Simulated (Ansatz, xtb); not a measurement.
## Computed against measured: dipole moment

10 molecules; the dipole moment in D, computed less measured. Shapes, held fixed at every level: PBE0-D4/def2-TZVP. No vibrational averaging. Dipoles are compared by magnitude; molecules under 1 D, whose direction can flip, are left out. Programs: Ansatz 0.2.0, xtb 6.7.1, xtb 6.7.1 later snapshot. Measured values: NIST CCCBDB.

Levels: A = GFN2-xTB; B = PBE-D4/def2-TZVPP; C = r2SCAN-D4/def2-TZVPP; D = B3LYP-D4/def2-TZVPP; E = wB97M-V/def2-TZVPP.

```csv
molecule,measured,A,B,C,D,E
HNC (hydrogen isocyanide),3.05,-0.33,+0.09,+0.09,+0.03,+0.02
H2O (water),1.85,+0.41,+0.04,+0.08,+0.09,+0.09
AsF3 (arsenic trifluoride),2.59,-0.96,-0.32,-0.28,-0.06,-0.06
CH3Br (bromomethane),1.81,+1.95,+0.02,+0.14,+0.08,+0.08
CH3Cl (SMILES CCl),1.87,+0.17,-0.05,+0.05,+0.01,+0.01
C2H3Cl (SMILES C=CCl),1.45,+0.05,-0.19,-0.09,-0.10,-0.07
C3H2N2 (malononitrile),3.73,+0.12,+0.04,+0.15,+0.13,+0.13
C3H4O (cyclopropanone),2.67,+0.30,+0.10,+0.22,+0.27,+0.27
C3H6O (propylene oxide),2.01,+0.31,-0.25,-0.16,-0.09,-0.08
"C3H6Cl2 (2,2-dichloropropane)",2.27,+0.15,-0.09,+0.05,-0.04,-0.04
```

(1) Sum up the errors.

## Answers

(1) 
```tsv
level	kind	mean error	mean absolute error	worst case
GFN2-xTB	semi-empirical	+0.217	0.475	CH3Br
PBE-D4/def2-TZVPP	GGA	-0.061	0.119	AsF3
r2SCAN-D4/def2-TZVPP	meta-GGA	+0.025	0.131	AsF3
B3LYP-D4/def2-TZVPP	global hybrid	+0.032	0.090	C3H4O
wB97M-V/def2-TZVPP	range-separated hybrid	+0.035	0.085	C3H4O
```

On this set wB97M-V/def2-TZVPP has the smallest mean absolute error and GFN2-xTB the largest. GFN2-xTB is too high in 8 of 10; r2SCAN-D4/def2-TZVPP is too high in 7 of 10. The smallest two are near a tie. Relativity is left out for As, Br. The set is small.
